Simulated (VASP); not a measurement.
# Be4H (Immm) in VASP: reference runs

Aim: a first look at Be4H with PBE, on the cell as given.

Everything below comes from runs of VASP 6.6.1. Logs are shortened: lines on timing, memory, paths and dates and some standing lists are left out, and cuts for length are marked.

## (1) The crystal as given

The structure is orthorhombic, space group Immm (No. 71). Conventional cell: a = 2.713 Å, b = 4.506 Å, c = 5.199 Å, α = 90.00°, β = 90.00°, γ = 90.00°. Around Be (site symmetry m) lie 4 Be at 1.64 to 1.77 Å. Around H (site symmetry mmm) lie 12 Be at 1.99 to 2.10 Å.

The cell was built by a generator and needn't be a form met in nature.

## (2) Single point, PBE

File INCAR:

```
PREC = Accurate ; ENCUT = 520
EDIFF = 1E-7 ; ISMEAR = -1
SIGMA = 0.05 ; LREAL = F
LASPH = T ; NELM = 80
ALGO = Normal ; ISIF = 2
LWAVE = F ; LCHARG = F
GGA = PE ; NBANDS = 12
```

File KPOINTS:

```
Automatic mesh
0
Gamma
  11 11 11
```

File POSCAR:

```
Be4H
1.0
   -1.3567242900      2.2531231400      2.5993848800
    1.3567242900     -2.2531231400      2.5993848800
    1.3567242900      2.2531231400     -2.5993848800
Be H
4 1
Direct
    0.5380028500      0.3421335800      0.1958692700
    0.1462643100      0.3421335800      0.8041307300
    0.8537356900      0.6578664200      0.1958692700
    0.4619971500      0.6578664200      0.8041307300
    0.0000000000      0.0000000000      0.0000000000
```

Potentials or basis: VASP PAW PBE potentials, release 64 (Be, H).

Launch:

```sh
$ cat potpaw_PBE.64/Be/POTCAR potpaw_PBE.64/H/POTCAR > POTCAR
$ mpirun -np 1 vasp_std > vasp.out
```

OUTCAR:

```text
PREC = Accurate
   ENCUT = 520
   EDIFF = 1E-7
   ISMEAR = -1
   LREAL = F
   LASPH = T
   NELM = 80
   ISIF = 2
   GGA = PE

 ion  position               nearest neighbor table
   1  0.538  0.342  0.196-   3 1.64   4 1.73   4 1.73   2 1.77
   2  0.146  0.342  0.804-   4 1.64   3 1.73   3 1.73   1 1.77
   3  0.854  0.658  0.196-   1 1.64   2 1.73   2 1.73   4 1.77
   4  0.462  0.658  0.804-   2 1.64   1 1.73   1 1.73   3 1.77
   5  0.000  0.000  0.000-

  LATTYP: Found a body centered orthorhombic cell.
 ALAT       =     2.7134485800
 B/A-ratio  =     1.6607081900
 C/A-ratio  =     1.9159271336

  Lattice vectors:

 A1 = (  -1.3567242900,   2.2531231400,   2.5993848800)
 A2 = (   1.3567242900,  -2.2531231400,   2.5993848800)
 A3 = (   1.3567242900,   2.2531231400,  -2.5993848800)

Analysis of symmetry for initial positions (statically):
=====================================================================
 Subroutine PRICEL returns:
 Original cell was already a primitive cell.

 Routine SETGRP: Setting up the symmetry group for a
 body centered orthorhombic supercell.

 Subroutine GETGRP returns: Found  8 space group operations
 (whereof  8 operations were pure point group operations)
 out of a pool of  8 trial point group operations.

The static configuration has the point symmetry D_2h.

Analysis of symmetry for dynamics (positions and initial velocities):
=====================================================================
 Subroutine PRICEL returns:
 Original cell was already a primitive cell.

 Routine SETGRP: Setting up the symmetry group for a
 body centered orthorhombic supercell.

 Subroutine GETGRP returns: Found  8 space group operations
 (whereof  8 operations were pure point group operations)
 out of a pool of  8 trial point group operations.

The dynamic configuration has the point symmetry D_2h.

 Subroutine INISYM returns: Found  8 space group operations
 (whereof  8 operations are pure point group operations),
 and found     1 'primitive' translations

----------------------------------------------------------------------------------------

                                     Primitive cell

  volume of cell :      31.7839

  direct lattice vectors                    reciprocal lattice vectors
    -1.356724290  2.253123140  2.599384880     0.000000000  0.221914192  0.192353200
     1.356724290 -2.253123140  2.599384880     0.368534715  0.000000000  0.192353200
     1.356724290  2.253123140 -2.599384880     0.368534715  0.221914192  0.000000000

  length of vectors
     3.697846189  3.697846189  3.697846189     0.293676118  0.415713351  0.430190359

  position of ions in fractional coordinates (direct lattice)
     0.538002850  0.342133580  0.195869270
     0.146264310  0.342133580  0.804130730
     0.853735690  0.657866420  0.195869270
     0.461997150  0.657866420  0.804130730
     0.000000000  0.000000000  0.000000000

  ion indices of the primitive-cell ions
   primitive index   ion index
                 1           1
                 2           2
                 3           3
                 4           4
                 5           5

----------------------------------------------------------------------------------------

 KPOINTS: Automatic mesh

Automatic generation of k-mesh.
 Grid dimensions read from file:
 generate k-points for:   11   11   11

 Generating k-lattice:

  Cartesian coordinates                     Fractional coordinates (reciprocal lattice)
     0.000000000  0.020174017  0.017486655     0.090909091  0.000000000 -0.000000000
     0.033503156  0.000000000  0.017486655     0.000000000  0.090909091  0.000000000
     0.033503156  0.020174017  0.000000000    -0.000000000  0.000000000  0.090909091

  Length of vectors
     0.026697829  0.037792123  0.039108214

  Shift w.r.t. Gamma in fractional coordinates (k-lattice)
     0.000000000  0.000000000  0.000000000

 Subroutine IBZKPT returns following result:
 ===========================================

 Found    216 irreducible k-points:

 Following reciprocal coordinates:
            Coordinates               Weight
  0.000000  0.000000  0.000000      1.000000
  0.090909 -0.000000  0.000000      4.000000
  0.181818  0.000000  0.000000      4.000000
  0.272727 -0.000000  0.000000      4.000000
  0.363636  0.000000  0.000000      4.000000
  0.454545  0.000000  0.000000      4.000000
[... 16 lines left out ...]
  0.454545  0.181818  0.000000      8.000000
 -0.454545  0.181818  0.000000      8.000000
 [... further k-points ...]
   k-points           NKPTS =    216   k-points in BZ     NKDIM =    216   number of bands    NBANDS=     12
   number of dos      NEDOS =    301   number of ions     NIONS =      5
   total plane-waves  NPLWV =  21952
   dimension x,y,z NGX =    28 NGY =   28 NGZ =   28
   dimension x,y,z NGXF=    56 NGYF=   56 NGZF=   56
   ions per type =               4   1
   NGX,Y,Z   is equivalent  to a cutoff of  12.59, 12.59, 12.59 a.u.
   NGXF,Y,Z  is equivalent  to a cutoff of  25.18, 25.18, 25.18 a.u.
 SYSTEM =  unknown system
   PREC   = accura    normal or accurate (medium, high low for compatibility)
   ISTART =      0    job   : 0-new  1-cont  2-samecut
   ICHARG =      2    charge: 1-file 2-atom 10-const
   ISPIN  =      1    spin polarized calculation?
   LNONCOLLINEAR =      F non collinear calculations
   LSORBIT =      F    spin-orbit coupling
   LASPH  =      T    aspherical Exc in radial PAW
   ENCUT  =  520.0 eV  38.22 Ry    6.18 a.u.   6.88  6.88  6.88*2*pi/ulx,y,z
   NELM   =     80;   NELMIN=  2; NELMDL= -5     # of ELM steps
   EDIFF  = 0.1E-06   stopping-criterion for ELM
   LREAL  =      F    real-space projection
   EDIFFG = 0.1E-05   stopping-criterion for IOM
   NSW    =      0    number of steps for IOM
   IBRION =     -1    ionic relax: 0-MD 1-quasi-New 2-CG
   NFREE  =      0    steps in history (QN), initial steepest desc. (CG)
   ISIF   =      2    stress and relaxation
   ISYM   =      2    0-nonsym 1-usesym 2-fastsym
   POTIM  = 0.5000    time-step for ionic-motion
   TEBEG  =    0.0;   TEEND  =   0.0 temperature during run
   PSTRESS=    0.0 pullay stress
   NELECT =       9.0000    total number of electrons
   NUPDOWN=      -1.0000    fix difference up-down
   EMIN   =  10.00;   EMAX   =-10.00  energy-range for DOS
   EFERMI =   0.00;   METHOD = LEGACY
   ISMEAR =    -1;   SIGMA  =   0.05  broadening in eV -4-tet -1-fermi 0-gaus
   EFERMI_NEDOS =   21; number of points for ismear=-14 and -15
   IALGO  =     38    algorithm
   IMIX   =      4    mixing-type and parameters
     AMIX     =   0.40;   BMIX     =  1.00
     AMIX_MAG =   1.60;   BMIX_MAG =  1.00
  volume/ion in A,a.u.               =       6.36        42.90
  Fermi-wavevector in a.u.,A,eV,Ry     =   1.075028  2.031509 15.724065  1.155686
  Thomas-Fermi vector in A             =   2.210873
   LORBIT       =      0    0 simple, 1 ext, 2 COOP (PROOUT), +10 PAW based schemes
   GGA     = PE    functional components
   LHFCALC =     F    Hartree Fock is set to
   AEXX    =    0.0000 exact exchange contribution
   IVDW    =     0    specifies the selected vdW correction
   LEPSILON=     F    determine dielectric tensor
   LRPA    =     F    only Hartree local field effects (RPA)
 non-spin polarized calculation
  energy-cutoff  :      520.00
  volume of cell :       31.78
 maximum number of plane-waves:       868
   NGX = 13   NGY = 13   NGZ = 13

 number of electron       9.0000000 magnetization

 Free energy of the ion-electron system (eV)
  ---------------------------------------------------
  ext. energy  EPLUGINS =         0.00000000
  ---------------------------------------------------
  free energy    TOTEN  =        -8.16325796 eV

  energy without entropy =       -8.15548649  energy(sigma->0) =       -8.15937222

 E-fermi :   6.5585     XC(G=0): -10.8535

 val. band max:        6.5521845071   @ k =  -0.4545  -0.3636   0.0909
 cond. band min:       6.5596535120   @ k =   0.3636   0.2727   0.0000
 fundamental gap:      0.0074690049
 Fermi energy:         6.5585342935

 k-point     1 :       0.0000    0.0000    0.0000
  band No.  band energies     occupation
      1      -5.1456      2.00000
      2       3.8134      2.00000
      3       4.1010      2.00000
      4       4.9164      2.00000
      5       6.7214      0.07410
      6       8.8083      0.00000
      7      11.5563      0.00000
      8      12.1843      0.00000
      9      13.2281      0.00000
     10      15.0036      0.00000
     11      15.2944      0.00000
     12      17.8426      0.00000

 k-point     2 :       0.0909   -0.0000    0.0000
  band No.  band energies     occupation
      1      -5.0730      2.00000
      2       2.7405      2.00000
      3       4.3529      2.00000
      4       5.4039      2.00000
      5       7.2363      0.00000
      6       8.6713      0.00000
      7      11.4245      0.00000
      8      12.0487      0.00000
      9      13.0998      0.00000
     10      15.2356      0.00000
     11      15.6638      0.00000
     12      17.4647      0.00000

 k-point     3 :       0.1818    0.0000    0.0000
  band No.  band energies     occupation
      1      -4.8572      2.00000
      2       1.3959      2.00000
      3       4.4389      2.00000
      4       5.9319      1.99999
      5       7.8589      0.00000
      6       8.9702      0.00000
      7      11.1093      0.00000
      8      11.7693      0.00000
      9      12.7084      0.00000
     10      15.6492      0.00000
     11      16.6014      0.00000
     12      17.1606      0.00000
[... 286 lines left out ...]
 k-point    23 :       0.4545    0.1818    0.0000
  band No.  band energies     occupation
      1      -2.9966      2.00000
      2      -1.2000      2.00000
      3       4.1682      2.00000
      4       6.4402      1.82863
      5       7.5130      0.00000
      6       8.3044      0.00000
      7       9.2060      0.00000
      8      11.0269      0.00000
      9      13.2066      0.00000
     10      17.5079      0.00000
     11      18.6069      0.00000
     12      20.7937      0.00000

 k-point    24 :      -0.4545    0.1818    0.0000
  band No.  band energies     occupation
      1      -3.4074      2.00000
      2      -0.5202      2.00000
      3       3.8341      2.00000
      4       6.6202      0.45142
      5       8.0904      0.00000
      6       8.5083      0.00000
      7       9.3739      0.00000
      8      10.5577      0.00000
      9      12.6159      0.00000
     10      15.9741      0.00000
     11      18.7356      0.00000
     12      19.7888      0.00000

 [... further k-points ...]

------------------------ aborting loop because EDIFF is reached ----------------------------------------

  FORCE on cell =-STRESS in cart. coord.  units (eV):
  Direction    XX          YY          ZZ          XY          YZ          ZX
  --------------------------------------------------------------------------------------
  -------------------------------------------------------------------------------------
  Total       12.2708840      5.6912528     23.4807601     -0.0000000      0.0000000      0.0000000
  in kB      618.5564274    286.8873184   1183.6290760     -0.0000000      0.0000000      0.0000000
  external PRESSURE =     696.3576073 kB  Pullay stress =       0.0000000 kB

 VOLUME and BASIS-vectors are now :
 -----------------------------------------------------------------------------
  energy-cutoff  :      520.00
  volume of cell :       31.78
      direct lattice vectors                 reciprocal lattice vectors
    -1.356724290  2.253123140  2.599384880     0.000000000  0.221914192  0.192353200
     1.356724290 -2.253123140  2.599384880     0.368534715  0.000000000  0.192353200
     1.356724290  2.253123140 -2.599384880     0.368534715  0.221914192  0.000000000

 POSITION                                       TOTAL-FORCE (eV/Angst)
 -----------------------------------------------------------------------------------
      0.00000      0.88264      1.77867        -0.000000      0.379831     -0.670050
      1.35672      1.37049     -0.82071        -0.000000     -0.379831     -0.670050
     -0.00000      0.88264      3.42010         0.000000      0.379831      0.670050
      1.35672      1.37049      0.82071         0.000000     -0.379831      0.670050
      0.00000      0.00000      0.00000         0.000000      0.000000     -0.000000
 -----------------------------------------------------------------------------------
    total drift:                                0.000000      0.000000      0.000000

  FREE ENERGIE OF THE ION-ELECTRON SYSTEM (eV)
  ---------------------------------------------------
  free  energy   TOTEN  =        -8.1632579637 eV

  energy  without entropy=       -8.1554864857  energy(sigma->0) =       -8.15937222
```

Run time: 1.9 min. Hardware: 1 thread of Intel Xeon Platinum 8259CL at 2.50GHz (Skylake/Cascade Lake), shared host; peak memory 0.2 GiB.

What came out:

```
Free energy            : -8.1633 eV
Pressure               : 69.6 GPa
Largest force          : 0.770 eV/Å
Band gap on the k mesh : none (metal or under the smearing width)
```

Forces in eV/Å, atoms in the order of the input:
```
Be   0.000  0.380 -0.670
Be   0.000 -0.380 -0.670
Be   0.000  0.380  0.670
Be   0.000 -0.380  0.670
H    0.000  0.000  0.000
```

Caveat: a pressure of tens of GPa on the cell as given is suspect, and the run, the potentials or the cell itself is likely at fault.
